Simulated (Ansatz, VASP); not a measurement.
## Ti in VASP and in Ansatz

```xyz
1
Lattice="-1.5764 1.5764 1.5764 1.5764 -1.5764 1.5764 1.5764 1.5764 -1.5764" Properties=species:S:1:pos:R:3 pbc="T T T"
Ti    0.0000    0.0000    0.0000
```

Alike in both runs: functional PBE; k mesh 18 × 18 × 18; occupations gaussian, width 0.1 eV; no spin polarisation.

Ansatz relaxed the structure, and its values are those at the end. VASP's run is a single point on that final structure, the one shown.

|  | VASP | Ansatz |
| --- | --- | --- |
| version | VASP 6.6.1 | Ansatz 0.2.0 |
| potentials or method | VASP PAW PBE potentials, release 64 (Ti_sv) | scalar-relativistic, plane waves, PAW |
| plane-wave cutoff (eV) | 520 | 420 |
| valence electrons in the cell | 12 | 12 |

Ansatz gave:

| Quantity | Value |
| --- | --- |
| gap on the k mesh at the Fermi level (eV) | none |
| pressure (GPa) | 12.0 |

What did VASP give for the same quantities?

gap on the k mesh at the Fermi level (eV): none; pressure (GPa): 11.6.

A gap of «none» marks a metal or a gap that the smearing closes.
